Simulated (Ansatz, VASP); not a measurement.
**One calculation of Li2S, two programs**

The input INCAR:

```
  PREC = Accurate
  ENCUT = 500
  EDIFF = 1E-6
  ISMEAR = 0
  SIGMA = 0.02
  LREAL = F
  LASPH = T
  NELM = 100
  ALGO = Normal
  ISIF = 2
  LWAVE = F
  LCHARG = F
  GGA = PS
  NBANDS = 11
```

Contents of KPOINTS:

```
regular mesh
0
Gamma
  8 8 8
```

File POSCAR:

```
Li2S
4.0227
    0.000000000000      0.707112138613      0.707112138613
    0.707112138613      0.000000000000      0.707112138613
    0.707112138613      0.707112138613      0.000000000000
S Li
1 2
Direct
    0.0000000000      0.0000000000      0.0000000000
    0.7500000000      0.7500000000      0.7500000000
    0.2500000000      0.2500000000      0.2500000000
```

Contents of input.yaml:

```yaml
crystal:
  lattice:
    - [0.0, 2.8445, 2.8445]
    - [2.8445, 0.0, 2.8445]
    - [2.8445, 2.8445, 0.0]
  atoms:
    - { symbol: S, position: [0.0, 0.0, 0.0] }
    - { symbol: Li, position: [0.75, 0.75, 0.75] }
    - { symbol: Li, position: [0.25, 0.25, 0.25] }
hamiltonian:
  xc: pbesol
  pseudopotentials: { kind: paw }
kpoints:
  mp_grid: { grid: [8, 8, 8] }
scf:
  occupations: { method: gaussian, width: 0.02 }
output:
  forces: true
  stress: true
  eigenvalues: true
  write_density: true
  write_potential: true
  elf: true
  volumetric_format: npy
```

Alike in both runs: task single point; functional PBEsol; k mesh 8 × 8 × 8; occupations gaussian, width 0.02 eV; no spin polarisation.

|  | VASP | Ansatz |
| --- | --- | --- |
| version | VASP 6.6.1 | Ansatz 0.2.0 |
| potentials or method | VASP PAW PBE potentials, release 64 (S, Li) | Ansatz PAW |
| plane-wave cutoff (eV) | 500 | 420 |
| valence electrons in the cell | 8 | 12 |

VASP gave:

```
gap on the k mesh at the Fermi level (eV) : 3.22
least direct gap on the mesh (eV)         : 4.13
pressure (GPa)                            : -0.5
```

Task: What did Ansatz give for the same quantities?

Result: gap on the k mesh at the Fermi level (eV): 3.22; least direct gap on the mesh (eV): 4.12; pressure (GPa): -0.7.

With one functional, cell and mesh, what is left measures potentials, basis and numerics. The two sets of potentials don't hold the same shells in valence.

Caveats: the PAW data sets were made with another functional, which shifts forces and pressure a little (VASP); the PAW data sets come from PBE, with cores solved anew for the run's functional, which leaves a small shift of forces and pressure (Ansatz). A k mesh can miss the band edges. Expect the measured gap to be larger: semilocal functionals such as PBEsol lack the derivative discontinuity.
